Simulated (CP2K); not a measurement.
Runs of CP2K 2026.2 on CsPbCl3. It takes space group Pm-3m (No. 221, cubic). The conventional cell has a = 5.605 Å, b = 5.605 Å, c = 5.605 Å, α = 90.00°, β = 90.00°, γ = 90.00°. Pb (site symmetry m-3m) has 6 Cl at 2.80 Å as nearest neighbours. Around Cs (site symmetry m-3m) lie 12 Cl at 3.96 Å. Cl (site symmetry 4/mmm) is surrounded by 2 Pb at 2.80 Å. 

```tsv
level	cutoff of the non-local correlation (Ry)	cutoff radius of the dispersion sum (A)	gap on the mesh (eV)	pressure (GPa)
PBE+rVV10	300	-	(b)	1.6
PBE+D3(BJ)	-	20	2.87	1.2
PBE+D4	-	20	2.87	1.4
PBE+D3(BJ)+ATM	-	20	2.87	(a)
PBE	-	-	2.87	2.1
PBE+D3	-	20	2.87	1.6
```

Alike in all rows: task single point; potentials or basis POTENTIAL_UZH Pb GTH-PBE-q4, Cs GTH-PBE-q9, Cl GTH-PBE-q7; DZVP-MOLOPT-PBE-GTH basis; no spin polarisation; cell as given; k mesh 5 × 5 × 5; smearing fermi-dirac 0.05 eV.

**Question.** Estimate the missing entries.

**Answer.** (a) 1.3; (b) 2.85.

Caveats: spin-orbit coupling is left out, which as a rule narrows the gap of such compounds by several tenths of an eV; an odd mesh through Γ misses points on the zone boundary, where band edges often lie; the basis of atomic orbitals isn't converged, which shifts pressures, moduli and gaps.

A k mesh can miss the band edges, and the runs leave out spin-orbit coupling on Cs, Pb.
